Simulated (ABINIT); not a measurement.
MoS2:

```
Mo S
1.0
     3.16900    0.00000    0.00000
    -1.58450    2.74443    0.00000
     0.00000    0.00000   12.32400
Mo S
2 4
Cartesian
  1.5845 0.9148 9.2430
  0.0000 1.8296 3.0810
  1.5845 0.9148 4.6461
  0.0000 1.8296 10.8081
  1.5845 0.9148 1.5159
  0.0000 1.8296 7.6779
```

Base run:

| Property | Result |
| --- | --- |
| Program | ABINIT 10.8.3 (patched build) |
| Functional | LDA |
| Potentials or basis | JTH PAW LDA v2.0 |
| Cutoff | 544 eV |
| k mesh | 6 × 6 × 2 |
| Occupations | fermi-dirac, width 0.05 eV |
| Spin | no spin polarisation |

Its results: band gap on the k mesh 0.81 eV, indirect (least direct gap 1.65 eV); pressure -5.6 GPa; largest force 0.471 eV/Å.

Question: The run is repeated on the same cell with these changes: k mesh from 6 × 6 × 2 to 8 × 8 × 2. What comes out?

Answer: Band gap on the k mesh 0.91 eV, indirect (least direct gap 1.93 eV); pressure -5.6 GPa; largest force 0.475 eV/Å.

A k mesh can miss the band edges.

Not every run made on this cell is shown here.
